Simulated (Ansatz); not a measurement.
Runs of Ansatz 0.2.0 on CsSnBr3. It takes space group Pm-3m (No. 221, cubic). Conventional cell: a = 5.839 Å, b = 5.839 Å, c = 5.839 Å, α = 90.00°, β = 90.00°, γ = 90.00°. Cs (site symmetry m-3m) has 12 Br at 4.13 Å as nearest neighbours. Sn (site symmetry m-3m) has 6 Br at 2.92 Å as nearest neighbours. Br (site symmetry 4/mmm) has 2 Sn at 2.92 Å as nearest neighbours. The cell is a database's computed one.

```csv
task,level,cell,k mesh,cutoff (eV),smearing,gap on the mesh (eV),pressure (GPa),relaxed volume (Å³/atom)
relaxation of cell and atoms,r2SCAN,relaxed,5 × 5 × 5,500,fermi-dirac 0.05 eV,2.02,0.0,(a)
relaxation of cell and atoms,PBEsol,relaxed,5 × 5 × 5,420,fermi-dirac 0.05 eV,1.75,0.0,38.01
phonons,PBE,as given,4 × 4 × 4,420,fixed,0.50,-,-
Born charges and dielectric tensor,PBE,as given,4 × 4 × 4,420,fixed,0.50,-,-
```

Alike in all rows: potentials or basis Ansatz PAW; no spin polarisation.

Problem. Estimate the missing entries.

Solution. (a) 39.41.

Caveats: spin-orbit coupling is left out, which moves the levels of the heavy elements; odd divisions of the mesh miss points on the zone boundary, where band edges often lie, so the gap on the mesh can be too wide (some runs); the plane-wave basis is chosen anew once the cell has moved, so the energies of steps on either side of that aren't comparable (some runs); the PAW data sets come from PBE, with cores solved anew for the run's functional, which leaves a small shift of forces and pressure (some runs); the gap is small at this level, which inflates the dielectric constant (some runs).

A k mesh can miss the band edges, and the runs leave out spin-orbit coupling on Br, Cs, Sn.
